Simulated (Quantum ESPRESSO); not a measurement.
# ZrS2 (P-3m1) in Quantum ESPRESSO: band structure with r2SCAN

Aim: the band structure of ZrS2 with r2SCAN.

Program: Quantum ESPRESSO 7.5. These are calculated values, not measurements. Logs are shortened: lines on timing, memory, paths and dates and some standing lists are left out, and cuts for length are marked.

**The experiment to reproduce.**

From “Stress-Tuned Optical Transitions in Layered 1T-MX2 (M= Hf, Zr, Sn; X= S, Se) Crystals”, 2022, arxiv:2210.12074, for a bulk crystal of ZrS2: band gap 1.68 eV (indirect).

The results are compared with them further down.

## Step 1: The crystal as given

The structure is trigonal, space group P-3m1 (No. 164). The conventional cell has a = 3.691 Å, b = 3.691 Å, c = 6.041 Å, α = 90.00°, β = 90.00°, γ = 120.00°. Zr (site symmetry -3m) is surrounded by 6 S at 2.57 Å. S (site symmetry 3m) is surrounded by 3 Zr at 2.57 Å.

The cell is a database's computed one.

## Step 2: Band structure, r2SCAN

pw.in reads:

```
&CONTROL
  calculation = 'scf'
  prefix = 'pwscf'
  outdir = './tmp'
  pseudo_dir = './pseudo'
  tprnfor = .true.
  tstress = .true.
  disk_io = 'low'
/
&SYSTEM
  ibrav = 0
  celldm(1) = 8
  nat = 3
  ntyp = 2
  ecutwfc = 66
  nbnd = 19
  input_dft = 'r2scan'
  occupations = 'smearing'
  smearing = 'fd'
  degauss = 0.00367493
  nosym = .true.
/
&ELECTRONS
  conv_thr = 1d-08
  electron_maxstep = 120
  mixing_beta = 0.5
/
ATOMIC_SPECIES
Zr    91.2240 Zr_ONCV_PBE-1.2.upf
S     32.0600 S_ONCV_PBE-1.2.upf
CELL_PARAMETERS alat
  0.8719627550431   0.0000000000000   0.0000000000000
 -0.4359813775215   0.7551418970180   0.0000000000000
  0.0000000000000   0.0000000000000   1.4269976308341
ATOMIC_POSITIONS crystal
Zr     0.0000000000    0.0000000000    0.0000000000
S      0.3333333333    0.6666666667    0.2379099700
S      0.6666666667    0.3333333333    0.7620900300
K_POINTS automatic
6 6 4 0 0 0
```

bands.in reads:

```
&CONTROL
  calculation = 'bands'
  prefix = 'pwscf'
  outdir = './tmp'
  pseudo_dir = './pseudo'
  disk_io = 'low'
  verbosity = 'high'
/
&SYSTEM
  ibrav = 0
  celldm(1) = 8
  nat = 3
  ntyp = 2
  ecutwfc = 66
  nbnd = 19
  input_dft = 'r2scan'
  occupations = 'smearing'
  smearing = 'fd'
  degauss = 0.00367493
  nosym = .true.
/
&ELECTRONS
  conv_thr = 1d-08
  electron_maxstep = 120
  mixing_beta = 0.5
  diago_full_acc = .true.
  startingwfc = 'random'
/
ATOMIC_SPECIES
Zr    91.2240 Zr_ONCV_PBE-1.2.upf
S     32.0600 S_ONCV_PBE-1.2.upf
CELL_PARAMETERS alat
  0.8719627550431   0.0000000000000   0.0000000000000
 -0.4359813775215   0.7551418970180   0.0000000000000
  0.0000000000000   0.0000000000000   1.4269976308341
ATOMIC_POSITIONS crystal
Zr     0.0000000000    0.0000000000    0.0000000000
S      0.3333333333    0.6666666667    0.2379099700
S      0.6666666667    0.3333333333    0.7620900300
K_POINTS crystal
60
 0.0000000000  0.0000000000  0.0000000000 1
 0.0625000000  0.0000000000  0.0000000000 1
 0.1250000000  0.0000000000  0.0000000000 1
 0.1875000000  0.0000000000  0.0000000000 1
 0.2500000000  0.0000000000  0.0000000000 1
 0.3125000000  0.0000000000  0.0000000000 1
 0.3750000000  0.0000000000  0.0000000000 1
 0.4375000000  0.0000000000  0.0000000000 1
 0.5000000000  0.0000000000  0.0000000000 1
 0.4583333333  0.0833333333  0.0000000000 1
 0.4166666667  0.1666666667  0.0000000000 1
 0.3750000000  0.2500000000  0.0000000000 1
 0.3333333333  0.3333333333  0.0000000000 1
 0.2962962963  0.2962962963  0.0000000000 1
 0.2592592593  0.2592592593  0.0000000000 1
 0.2222222222  0.2222222222  0.0000000000 1
 0.1851851852  0.1851851852  0.0000000000 1
 0.1481481481  0.1481481481  0.0000000000 1
 0.1111111111  0.1111111111  0.0000000000 1
 0.0740740741  0.0740740741  0.0000000000 1
 0.0370370370  0.0370370370  0.0000000000 1
 0.0000000000  0.0000000000  0.0000000000 1
 0.0000000000  0.0000000000  0.1250000000 1
 0.0000000000  0.0000000000  0.2500000000 1
 0.0000000000  0.0000000000  0.3750000000 1
 0.0000000000  0.0000000000  0.5000000000 1
 0.0625000000  0.0000000000  0.5000000000 1
 0.1250000000  0.0000000000  0.5000000000 1
 0.1875000000  0.0000000000  0.5000000000 1
 0.2500000000  0.0000000000  0.5000000000 1
 0.3125000000  0.0000000000  0.5000000000 1
 0.3750000000  0.0000000000  0.5000000000 1
 0.4375000000  0.0000000000  0.5000000000 1
 0.5000000000  0.0000000000  0.5000000000 1
 0.4666666667  0.0666666667  0.5000000000 1
 0.4333333333  0.1333333333  0.5000000000 1
 0.4000000000  0.2000000000  0.5000000000 1
 0.3666666667  0.2666666667  0.5000000000 1
 0.3333333333  0.3333333333  0.5000000000 1
 0.3000000000  0.3000000000  0.5000000000 1
 0.2666666667  0.2666666667  0.5000000000 1
 0.2333333333  0.2333333333  0.5000000000 1
 0.2000000000  0.2000000000  0.5000000000 1
 0.1666666667  0.1666666667  0.5000000000 1
 0.1333333333  0.1333333333  0.5000000000 1
 0.1000000000  0.1000000000  0.5000000000 1
 0.0666666667  0.0666666667  0.5000000000 1
 0.0333333333  0.0333333333  0.5000000000 1
 0.0000000000  0.0000000000  0.5000000000 1
 0.5000000000  0.0000000000  0.5000000000 1
 0.5000000000  0.0000000000  0.3750000000 1
 0.5000000000  0.0000000000  0.2500000000 1
 0.5000000000  0.0000000000  0.1250000000 1
 0.5000000000  0.0000000000  0.0000000000 1
 0.3333333333  0.3333333333  0.0000000000 1
 0.3333333333  0.3333333333  0.1000000000 1
 0.3333333333  0.3333333333  0.2000000000 1
 0.3333333333  0.3333333333  0.3000000000 1
 0.3333333333  0.3333333333  0.4000000000 1
 0.3333333333  0.3333333333  0.5000000000 1
```

Potentials or basis: SG15 PBE 1.2.

Launch:

```console
$ OMP_NUM_THREADS=1 mpirun -n 2 pw.x -nk 2 -in pw.in > pw.out
$ OMP_NUM_THREADS=1 mpirun -n 2 pw.x -nk 2 -in bands.in > bands.out
```

pw.out:

```text
This program is part of the open-source Quantum ESPRESSO suite
     for quantum simulation of materials; please cite
         "P. Giannozzi et al., J. Phys.:Condens. Matter 21 395502 (2009);
         "P. Giannozzi et al., J. Phys.:Condens. Matter 29 465901 (2017);
         "P. Giannozzi et al., J. Chem. Phys. 152 154105 (2020);
     in publications or presentations arising from this work. More details at

     IMPORTANT: XC functional enforced from input :
     Exchange-correlation= R2SCAN
                           (   0   0   0   0   0 497 498)
     Any further DFT definition will be discarded
     Please, verify this is what you really want

     K-points division:     npool     =       2
     Subspace diagonalization in iterative solution of the eigenvalue problem:
     a serial algorithm will be used

     G-vector sticks info
     --------------------
     sticks:   dense  smooth     PW     G-vecs:    dense   smooth      PW
     Sum         889     889    271                34811    34811    6015

     Using Slab Decomposition

     bravais-lattice index     =            0
     lattice parameter (alat)  =       8.0000  a.u.
     unit-cell volume          =     481.0827 (a.u.)^3
     number of atoms/cell      =            3
     number of atomic types    =            2
     number of electrons       =        24.00
     number of Kohn-Sham states=           19
     kinetic-energy cutoff     =      66.0000  Ry
     charge density cutoff     =     264.0000  Ry
     scf convergence threshold =      1.0E-08
     mixing beta               =       0.5000
     number of iterations used =            8  plain     mixing
     Exchange-correlation= R2SCAN
                           (   0   0   0   0   0 497 498)

     celldm(1)=   8.000000  celldm(2)=   0.000000  celldm(3)=   0.000000
     celldm(4)=   0.000000  celldm(5)=   0.000000  celldm(6)=   0.000000

     crystal axes: (cart. coord. in units of alat)
               a(1) = (   0.871963   0.000000   0.000000 )
               a(2) = (  -0.435981   0.755142   0.000000 )
               a(3) = (   0.000000   0.000000   1.426998 )

     reciprocal axes: (cart. coord. in units 2 pi/alat)
               b(1) = (  1.146838  0.662127 -0.000000 )
               b(2) = (  0.000000  1.324254  0.000000 )
               b(3) = (  0.000000 -0.000000  0.700772 )

     PseudoPot. # 1 for Zr read from file:
     Zr_ONCV_PBE-1.2.upf
     Pseudo is Norm-conserving, Zval = 12.0
     Generated using ONCVPSP code by D. R. Hamann
     Using radial grid of  602 points,  6 beta functions with:
                l(1) =   0
                l(2) =   0
                l(3) =   1
                l(4) =   1
                l(5) =   2
                l(6) =   2

     PseudoPot. # 2 for S  read from file:
     S_ONCV_PBE-1.2.upf
     Pseudo is Norm-conserving, Zval =  6.0
     Generated using ONCVPSP code by D. R. Hamann
     Using radial grid of  602 points,  4 beta functions with:
                l(1) =   0
                l(2) =   0
                l(3) =   1
                l(4) =   1

     atomic species   valence    mass     pseudopotential
     Zr               12.00    91.22400     Zr( 1.00)
     S                 6.00    32.06000     S ( 1.00)

     No symmetry found

   Cartesian axes

     site n.     atom                  positions (alat units)
         1        Zr     tau(   1) = (   0.0000000   0.0000000   0.0000000  )
         2        S      tau(   2) = (  -0.0000000   0.5034279   0.3394970  )
         3        S      tau(   3) = (   0.4359814   0.2517140   1.0875007  )

     number of k points=    76  Fermi-Dirac smearing, width (Ry)=  0.0037
                       cart. coord. in units 2pi/alat
        k(    1) = (   0.0000000   0.0000000   0.0000000), wk =   0.0138889
        k(    2) = (   0.0000000   0.0000000   0.1751930), wk =   0.0277778
        k(    3) = (   0.0000000   0.0000000  -0.3503860), wk =   0.0138889
        k(    4) = (   0.0000000   0.2207091   0.0000000), wk =   0.0277778
        k(    5) = (   0.0000000   0.2207091   0.1751930), wk =   0.0277778
        k(    6) = (   0.0000000   0.2207091  -0.3503860), wk =   0.0277778
[... 68 lines left out ...]
        k(   75) = (  -0.5734190  -0.9931908   0.1751930), wk =   0.0277778
        k(   76) = (  -0.5734190  -0.9931908  -0.3503860), wk =   0.0138889

     Dense  grid:    34811 G-vectors     FFT dimensions: (  40,  40,  60)

     WARNING: libxc functional with ID  497 depends
      on external parameters: check the user_guide of
      QE if you need to modify them or to check their
      default values.

     WARNING: libxc functional with ID  498 depends
      on external parameters: check the user_guide of
      QE if you need to modify them or to check their
      default values.

     Initial potential from superposition of free atoms

     starting charge      23.8267, renormalised to      24.0000
     Starting wfcs are random

     Self-consistent Calculation

     iteration #  1     ecut=    66.00 Ry     beta= 0.50
     Davidson diagonalization with overlap
     ethr =  1.00E-02,  avg # of iterations =  9.8

     total energy              =    -136.06485132 Ry
     estimated scf accuracy    <       3.19332949 Ry
[... 57 lines left out ...]
     iteration # 10     ecut=    66.00 Ry     beta= 0.50
     Davidson diagonalization with overlap
     ethr =  1.27E-10,  avg # of iterations =  2.4

     End of self-consistent calculation

          k = 0.0000 0.0000 0.0000 (  4319 PWs)   bands (ev):

   -44.8082 -21.8893 -21.7391 -21.7391  -6.9905  -5.5462   1.9280   3.3477
     3.3477   6.1153   6.1153   6.1795   8.1767   8.1767   9.0652  11.6332
    11.6332  12.6286  12.7411
[... 405 lines left out ...]
   -44.7905 -21.9595 -21.8338 -21.8253  -5.8974  -5.6934   2.2739   2.9879
     3.7451   4.1178   4.2540   4.9037   8.4683   9.4951  10.0185  11.5518
    12.7059  13.9843  15.5247

          k =-0.5734 0.1104 0.0000 (  4366 PWs)   bands (ev):

   -44.7905 -21.9595 -21.8338 -21.8252  -5.9094  -5.6805   2.3084   3.0716
     3.7810   3.8915   4.2209   4.9353   8.4688   9.6371  10.0059  11.4517
    12.4975  14.7018  15.1731

          k =-0.5734 0.1104 0.1752 (  4357 PWs)   bands (ev):

   -44.7905 -21.9595 -21.8338 -21.8253  -5.8974  -5.6934   2.2739   2.9879
     3.7451   4.1178   4.2540   4.9037   8.4683   9.4951  10.0185  11.5518
    12.7059  13.9843  15.5246

          k =-0.5734 0.1104-0.3504 (  4372 PWs)   bands (ev):

   -44.7905 -21.9594 -21.8339 -21.8253  -5.9501  -5.6333   2.2098   2.8067
     3.7066   4.2251   4.3792   5.1564   8.3248   9.5260  10.0094  11.5362
    12.5706  13.9671  14.8215

          k =-0.5734 0.1104-0.1752 (  4357 PWs)   bands (ev):

   -44.7905 -21.9594 -21.8338 -21.8252  -5.9579  -5.6246   2.2457   2.8521
     3.6924   4.1341   4.3192   5.1619   8.3352   9.6671   9.9906  11.4224
    12.4377  14.3781  14.9738

          k =-0.5734-0.9932 0.0000 (  4350 PWs)   bands (ev):
[... 13 lines left out ...]
   -44.7905 -21.9928 -21.8307 -21.7937  -6.0819  -5.4824   1.7611   3.0723
     3.5696   3.9812   5.1882   5.4026   7.5993   9.8792  10.1613  11.9311
    12.6313  13.0557  14.0561

     the Fermi energy is     6.9079 ev

!    total energy              =    -136.21210145 Ry
     estimated scf accuracy    <          5.9E-09 Ry
     smearing contrib. (-TS)   =      -0.00000001 Ry
     internal energy E=F+TS    =    -136.21210144 Ry

     The total energy is F=E-TS. E is the sum of the following terms:
     one-electron contribution =     -57.91496693 Ry
     hartree contribution      =      35.85731435 Ry
     xc contribution           =     -20.93734714 Ry
     ewald contribution        =     -93.21710173 Ry

     convergence has been achieved in  10 iterations

     Forces acting on atoms (cartesian axes, Ry/au):

     atom    1 type  1   force =     0.00000003    0.00000006   -0.00000403
     atom    2 type  2   force =     0.00000010    0.00000012   -0.00115225
     atom    3 type  2   force =    -0.00000013   -0.00000018    0.00115628

     Total force =     0.001632     Total SCF correction =     0.000165
     SCF correction compared to forces is large: reduce conv_thr to get better values

     Computing stress (Cartesian axis) and pressure

          total   stress  (Ry/bohr**3)                   (kbar)     P=       -0.22
  -0.00000169   0.00000000  -0.00000000           -0.25        0.00       -0.00
   0.00000000  -0.00000169   0.00000000            0.00       -0.25        0.00
  -0.00000000   0.00000000  -0.00000119           -0.00        0.00       -0.18

=------------------------------------------------------------------------------=
   JOB DONE.
=------------------------------------------------------------------------------=
```

Wall time 4.9 min (2 MPI ranks of Arm Neoverse V1, shared host); peak memory 0.26 GiB.

What came out:

```
Free energy             : -1853.2601 eV
Pressure                : 0.0 GPa
Largest force           : 0.030 eV/Å
Band gap on the k mesh  : 1.41 eV, indirect (least direct gap 2.00 eV)
Band gap along the path : 1.37 eV, indirect (least direct gap 2.00 eV)
```

Forces in eV/Å, atoms in the order of the input:
```
Zr   0.000  0.000  0.000
S    0.000  0.000 -0.030
S    0.000  0.000  0.030
```

Levels at the corners of the path, in eV from the valence-band top:
```csv
point,band 9,band 10,band 11,band 12,band 13,band 14,band 15,band 16
Γ,-2.88,-0.12,-0.12,-0.05,1.95,1.95,2.83,5.40
M,-2.55,-2.38,-1.71,-1.24,1.53,3.66,3.93,6.09
K,-3.35,-2.03,-2.02,-1.48,2.58,3.58,3.58,5.40
Γ,-2.88,-0.12,-0.12,-0.05,1.95,1.95,2.83,5.40
A,-2.85,-1.61,-0.22,-0.22,1.92,1.92,3.17,5.69
L,-2.66,-2.25,-1.04,-0.83,1.37,3.65,3.93,5.70
H,-3.13,-1.92,-1.80,-1.80,2.69,3.34,3.34,5.90
A,-2.85,-1.61,-0.22,-0.22,1.92,1.92,3.17,5.69
L,-2.66,-2.25,-1.04,-0.83,1.37,3.65,3.93,5.70
M,-2.55,-2.38,-1.71,-1.24,1.53,3.66,3.93,6.09
K,-3.35,-2.03,-2.02,-1.48,2.58,3.58,3.58,5.40
H,-3.13,-1.92,-1.80,-1.80,2.69,3.34,3.34,5.90
```

Caveat: the potentials were made for another functional, which shifts forces and pressure.

## Step 3: Against experiment

Step 2. Against the measured gap of ZrS2, 1.68 eV (indirect; quoted in “Stress-Tuned Optical Transitions in Layered 1T-MX2 (M= Hf, Zr, Sn; X= S, Se) Crystals”, 2022, arxiv:2210.12074), the calculated 1.37 eV is off by -0.31 eV. Spin-orbit coupling on Zr is left out. The value is that of r2SCAN, without temperature or zero-point motion. The cell is a database's relaxed one, not the measured one, which moves gaps too.
